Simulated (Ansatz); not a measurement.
# SnO2: the cost of one run

Program: Ansatz 0.2.0. Level of theory: DFT PBE, scalar-relativistic, plane waves, PAW. These are calculated values, not measurements.

2 further runs of the same task are left out: 2 that didn't finish.

## (1) The structure to begin with

Symmetry: Fm-3m, No. 225, cubic system. The conventional cell has a = 5.148 Å, b = 5.148 Å, c = 5.148 Å, α = 90.00°, β = 90.00°, γ = 90.00°. Sn (site symmetry m-3m) is surrounded by 8 O at 2.23 Å. O (site symmetry -43m) is surrounded by 4 Sn at 2.23 Å.

Coordinates:

```
Sn O
1.0
     0.00000    2.57415    2.57415
     2.57415    0.00000    2.57415
     2.57415    2.57415    0.00000
Sn O
1 2
Direct
  0.00000 0.00000 0.00000
  0.25000 0.25000 0.25000
  0.75000 0.75000 0.75000
```

The structure comes from the Materials Project (structure only).

## (2) A distortion that keeps the symmetry

The change: strain xx, yy, zz, yz, xz, xy = -0.4, -0.4, -0.4, +0.0, +0.0, +0.0 %.

Contents of input.yaml:

```yaml
crystal:
  lattice:
    - [0.0, 2.5628494815, 2.5628494815]
    - [2.5628494815, 0.0, 2.5628494815]
    - [2.5628494815, 2.5628494815, 0.0]
  atoms:
    - { symbol: Sn, position: [0.0, 0.0, 0.0] }
    - { symbol: O, position: [0.25, 0.25, 0.25] }
    - { symbol: O, position: [0.75, 0.75, 0.75] }
basis:
  ecutwfc: 420
kpoints:
  mp_grid: { grid: [14, 14, 14] }
hamiltonian:
  xc: pbe
scf:
  occupations: { method: gaussian, width: 0.1 }
output:
  forces: true
  stress: true
  eigenvalues: true
  populations: true
  write_density: true
  write_potential: true
  elf: true
  volumetric_format: npy
```

The run is started by

```sh
> ansatz run input.yaml --threads 1 --pin off --max-ram 1331MiB --backend cpu --events-out ev --progress --plain --runs-dir out
```

What time and memory should one allow on 1 thread of an x86-64 CPU, shared host?

About 8.2 s, with a peak of 0.35 GiB.
